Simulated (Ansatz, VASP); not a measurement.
# Pb: VASP beside Ansatz

```xyz
1
Lattice="-1.9982 1.9982 1.9982 1.9982 -1.9982 1.9982 1.9982 1.9982 -1.9982" Properties=species:S:1:pos:R:3 pbc="T T T"
Pb    0.0000    0.0000    0.0000
```

Alike in both runs: task relaxation of cell and atoms; functional PBE; k mesh 15 × 15 × 15; occupations fermi-dirac, width 0.1 eV; no spin polarisation.

|  | VASP | Ansatz |
| --- | --- | --- |
| version | VASP 6.6.1 | Ansatz 0.2.0 |
| potentials or method | VASP PAW PBE potentials, release 64 (Pb_d) | PAW with Ansatz's default frozen-core files, scalar-relativistic |
| plane-wave cutoff (eV) | 600 | 420 |
| valence electrons in the cell | 14 | 14 |

VASP gave:

```
relaxed volume (Å³/atom)                                     : 32.02
relaxed cell length with the largest relative difference (Å) : 3.465
```

Estimate Ansatz's values.

relaxed volume (Å³/atom): 31.99; relaxed cell length with the largest relative difference (Å): 3.464.

The runs have no spin-orbit coupling, so splittings on Pb are missing.
